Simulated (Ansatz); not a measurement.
Data:

Relaxed GeO₂ (rutile):

```yaml
crystal:
  lattice:
    - [4.41054, 0.00000, 0.00000]
    - [0.00000, 4.41054, 0.00000]
    - [0.00000, 0.00000, 2.87016]
  atoms:
    - { symbol: Ge, position: [0.00000, 0.00000, 0.00000] }
    - { symbol: Ge, position: [0.50000, 0.50000, 0.50000] }
    - { symbol: O, position: [0.30600, 0.30600, 0.00000] }
    - { symbol: O, position: [0.80600, 0.19400, 0.50000] }
    - { symbol: O, position: [0.19400, 0.80600, 0.50000] }
    - { symbol: O, position: [0.69400, 0.69400, 0.00000] }
```

Scan: atom 4 (O, nearest neighbour Ge at 1.877 Å; its periodic images, 2.9 Å or more away, move with it) is displaced along Cartesian [110], direction (0.707, 0.707, 0.000) in Cartesian axes, by s. The other atoms stay.

All values below come from r2SCAN (plane waves to 500 eV, PAW, scalar-relativistic; Ansatz, a quantum-chemistry and plane-wave program). k mesh 6×6×9 (Γ-centred), Fermi-Dirac smearing 0.05 eV. The energy includes the smearing's −TS. GeO2 was relaxed with its symmetry unable to fall. ΔE is measured from the undisplaced structure.

The scan covers s from -0.380 to 0.380 Å in 11 points.

**Question.** Is this a single well or a double well?

**Answer.** A single well with its minimum at or next to zero displacement.

**Question.** Is the energy the same for equal positive and negative displacements?

**Answer.** Even: the same for both signs. With its periodic images moving along, the atom's site symmetry in this cell is mm2.

**Question.** What is the force constant k = d²E/ds² of this move at s = 0?

**Answer.** 7.35 eV/Å².

(For displaced atoms, the force is minus the slope of the energy, and its curvature is a force constant, which sets phonon frequencies.)
